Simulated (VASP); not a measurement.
The system is C.

```
CELL_PARAMETERS angstrom
2.46729 0.00000 0.00000
-1.23365 2.13674 0.00000
0.00000 0.00000 7.80307
ATOMIC_POSITIONS crystal
C 0.00000 0.00000 0.25000
C 0.00000 0.00000 0.75000
C 0.33333 0.66667 0.25000
C 0.66667 0.33333 0.75000
```

| Property | Result |
| --- | --- |
| Program | VASP 6.6.1 |
| Task | relaxation of cell and atoms |
| Functional | PBEsol |
| Potentials or basis | VASP PAW PBE potentials, release 64 (C) |
| Cutoff | 600 eV |
| k mesh | 15 × 15 × 4 |
| Occupations | gaussian, width 0.03 eV |
| Spin | no spin polarisation |

At the start: pressure -2.3 GPa; volume 10.28 Å³/atom.

Task: Where does the relaxation end?

Result: Over 13 steps the energy falls by 3.2 meV/atom and the volume is 9.23 Å³/atom (-10.3 %); space group P6_3/mmc (No. 194, to 0.05 Å).

Step by step:
```
step  energy change (eV)  largest force (eV/Å)  pressure (GPa)  volume (Å³)
   1              0.0000                0.0000           -2.28        41.14
   2              0.0103                0.0000            4.88        40.27
   3             -0.0025                0.0000           -0.17        40.87
   4             -0.0025                0.0000           -0.13        40.87
   5             -0.0027                0.0000           -0.09        40.80
   6             -0.0033                0.0000           -0.07        40.62
   7             -0.0047                0.0000           -0.11        40.24
   8             -0.0072                0.0000           -0.07        39.49
   9             -0.0115                0.0000            0.00        38.00
  10             -0.0067                0.0000            0.50        35.00
  11             -0.0126                0.0000            0.04        37.35
  12             -0.0123                0.0000            0.22        36.27
  13             -0.0128                0.0000            0.09        36.91
```

Final structure:
```xyz
4
Lattice="2.4593 0.0000 0.0000 -1.2297 2.1299 0.0000 0.0000 0.0000 7.0469" Properties=species:S:1:pos:R:3 pbc="T T T"
C     0.0000    0.0000    1.7617
C     0.0000    0.0000    5.2852
C     0.0000    1.4199    1.7617
C     1.2297    0.7100    5.2852
```

Caveat: the PAW data sets were made with another functional, which shifts forces and pressure a little; this functional lacks dispersion, which binds the layers, so the pressure and a relaxed spacing across them are unreliable.
